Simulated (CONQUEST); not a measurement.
Input of a CONQUEST 1.3 run:

File Conquest_input:

```
IO.Title P
IO.Coordinates coords.dat
IO.FractionalAtomicCoords F
IO.Iprint 2
IO.Iprint_init 1
General.NumberOfSpecies 1
General.PseudopotentialType hamann
General.DistanceUnits A
General.DFT_D2 T
AtomMove.TypeOfRun static
AtomMove.FullStress T
Grid.GridCutoff 80
DM.SolutionMethod diagon
Diag.MPMesh F
Diag.kT 0.00099223
minE.SCTolerance 1e-6
SC.MaxIters 100
minE.SelfConsistent F
General.LoadRho T
Diag.KspaceLines T
Diag.NumKptLines 12
Diag.NumKpts 10
IO.writeDOS T
%block ChemicalSpeciesLabel
1 30.970 P
%endblock
%block Diag.KpointLines
0.000000 0.000000 0.000000
0.500000 0.000000 0.000000
0.500000 0.000000 0.000000
0.500000 0.500000 0.000000
0.500000 0.500000 0.000000
0.000000 0.500000 0.000000
0.000000 0.500000 0.000000
0.000000 0.000000 0.000000
0.000000 0.000000 0.000000
0.000000 0.000000 0.500000
0.000000 0.000000 0.500000
0.500000 0.000000 0.500000
0.500000 0.000000 0.500000
0.500000 0.500000 0.500000
0.500000 0.500000 0.500000
0.000000 0.500000 0.500000
0.000000 0.500000 0.500000
0.000000 0.000000 0.500000
0.000000 0.500000 0.000000
0.000000 0.500000 0.500000
0.500000 0.000000 0.500000
0.500000 0.000000 0.000000
0.500000 0.500000 0.000000
0.500000 0.500000 0.500000
%endblock
```

The input coords.dat:

```
    3.4737540000     0.0000000000     0.0000000000
    0.0000000000     5.9209840000     0.0000000000
    0.0000000000     0.0000000000     9.4187240000
12
  0.0000000000   0.0000000000   2.1388062006 1 T T T
  0.0000000000   1.9736613314   8.4179555371 1 T T T
  0.0000000000   3.9473226686   5.2783808641 1 T T T
  1.7368770000   0.9868306686   5.2783808641 1 T T T
  1.7368770000   2.9604920000   2.1388062006 1 T T T
  1.7368770000   4.9341533314   8.4179555371 1 T T T
  0.0000000000   0.0000000000   7.2799177994 1 T T T
  0.0000000000   1.9736613314   4.1403431359 1 T T T
  0.0000000000   3.9473226686   1.0007684629 1 T T T
  1.7368770000   0.9868306686   1.0007684629 1 T T T
  1.7368770000   2.9604920000   7.2799177994 1 T T T
  1.7368770000   4.9341533314   4.1403431359 1 T T T
```

Contents of Conquest_input (of the self-consistent run):

```
IO.Title P
IO.Coordinates coords.dat
IO.FractionalAtomicCoords F
IO.Iprint 2
IO.Iprint_init 1
General.NumberOfSpecies 1
General.PseudopotentialType hamann
General.DistanceUnits A
General.DFT_D2 T
AtomMove.TypeOfRun static
AtomMove.FullStress T
Grid.GridCutoff 80
DM.SolutionMethod diagon
Diag.MPMesh T
Diag.GammaCentred T
Diag.MPMeshX 6
Diag.MPMeshY 4
Diag.MPMeshZ 2
Diag.kT 0.00099223
minE.SCTolerance 1e-6
SC.MaxIters 100
IO.AtomChargeOutput T
IO.DumpChargeDensity T
%block ChemicalSpeciesLabel
1 30.970 P
%endblock
```

Potentials or basis: PseudoDojo NC PBE, DZP, grid cutoff 80 Ha.

Launch:

```console
$ Conquest   # self-consistent run
$ Conquest   # the run along the path, in the same folder
```

Task: What does it give for the band gap along the path?

Result: None (metal or under the smearing width).

Levels at the corners of the path, in eV from the Fermi level:
| point | band 27 | band 28 | band 29 | band 30 | band 31 | band 32 | band 33 | band 34 |
| --- | --- | --- | --- | --- | --- | --- | --- | --- |
| Γ | -2.46 | -2.46 | 0.09 | 0.21 | 0.21 | 0.46 | 0.46 | 0.67 |
| X | -2.76 | -2.76 | -2.56 | -2.56 | 0.81 | 0.81 | 1.82 | 1.82 |
| S | -2.28 | -2.28 | -2.28 | -2.28 | 0.16 | 0.16 | 1.63 | 1.63 |
| Y | -2.04 | -2.04 | -1.14 | -1.14 | 1.08 | 1.08 | 1.17 | 1.17 |
| Γ | -2.46 | -2.46 | 0.09 | 0.21 | 0.21 | 0.46 | 0.46 | 0.67 |
| Z | -0.67 | -0.55 | -0.55 | -0.27 | -0.11 | -0.01 | 0.24 | 0.39 |
| U | -3.36 | -3.36 | -1.37 | -1.37 | 1.39 | 1.39 | 1.52 | 1.52 |
| R | -3.36 | -3.36 | -0.59 | -0.59 | -0.04 | -0.04 | 0.33 | 0.33 |
| T | -2.31 | -2.31 | -0.06 | -0.06 | 0.49 | 0.49 | 1.05 | 1.05 |
| Z | -0.67 | -0.55 | -0.55 | -0.27 | -0.11 | -0.01 | 0.24 | 0.39 |
| Y | -2.04 | -2.04 | -1.14 | -1.14 | 1.08 | 1.08 | 1.17 | 1.17 |
| T | -2.31 | -2.31 | -0.06 | -0.06 | 0.49 | 0.49 | 1.05 | 1.05 |
| U | -3.36 | -3.36 | -1.37 | -1.37 | 1.39 | 1.39 | 1.52 | 1.52 |
| X | -2.76 | -2.76 | -2.56 | -2.56 | 0.81 | 0.81 | 1.82 | 1.82 |
| S | -2.28 | -2.28 | -2.28 | -2.28 | 0.16 | 0.16 | 1.63 | 1.63 |
| R | -3.36 | -3.36 | -0.59 | -0.59 | -0.04 | -0.04 | 0.33 | 0.33 |

Caveat: the log labels positions in bohr as Å; the box holds several primitive cells, so bands are folded and the points are those of the box's own zone; the basis of atomic orbitals isn't converged, which shifts pressures, moduli and gaps.
